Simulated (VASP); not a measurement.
Crystal: SnO2 (Cassiterite).

```xyz
6
Lattice="4.7380 0.0000 0.0000 0.0000 4.7380 0.0000 0.0000 0.0000 3.1865" Properties=species:S:1:pos:R:3 pbc="T T T"
Sn    2.3690    2.3690    1.5933
Sn    0.0000    0.0000    0.0000
O     3.8240    0.9140    1.5933
O     3.2830    3.2830    0.0000
O     0.9140    3.8240    1.5933
O     1.4550    1.4550    0.0000
```

| Item | Value |
| --- | --- |
| Program | VASP 6.6.1 |
| Task | relaxation of cell and atoms |
| Functional | BLYP |
| Dispersion | D4 |
| Potentials or basis | VASP PAW PBE potentials, release 64 (Sn_d, O) |
| Cutoff | 600 eV |
| k mesh | 6 × 6 × 8 |
| Occupations | fermi-dirac, width 0.05 eV |
| Spin | no spin polarisation |

At the start: pressure 10.6 GPa; volume 11.92 Å³/atom.

Where does the relaxation end?

Over 4 steps the energy falls by 20.3 meV/atom and the volume is 12.51 Å³/atom (+4.9 %); space group P4_2/mnm (No. 136, to 0.05 Å).

Step by step:
```tsv
step	energy change (eV)	largest force (eV/Å)	pressure (GPa)	volume (Å³)
1	0.0000	0.3906	10.57	71.53
2	0.0619	0.3533	-10.25	79.98
3	-0.1220	0.0146	-0.15	75.12
4	-0.1220	0.0076	0.05	75.05
```

Final structure:
```yaml
crystal:
  lattice:
    - [4.80274, 0.00000, 0.00000]
    - [0.00000, 4.80274, 0.00000]
    - [0.00000, 0.00000, 3.25360]
  atoms:
    - { symbol: Sn, position: [0.50000, 0.50000, 0.50000] }
    - { symbol: Sn, position: [0.00000, 0.00000, 0.00000] }
    - { symbol: O, position: [0.80585, 0.19415, 0.50000] }
    - { symbol: O, position: [0.69415, 0.69415, 0.00000] }
    - { symbol: O, position: [0.19415, 0.80585, 0.50000] }
    - { symbol: O, position: [0.30585, 0.30585, 0.00000] }
```

Caveat: the PAW data sets were made with another functional, which shifts forces and pressure a little.
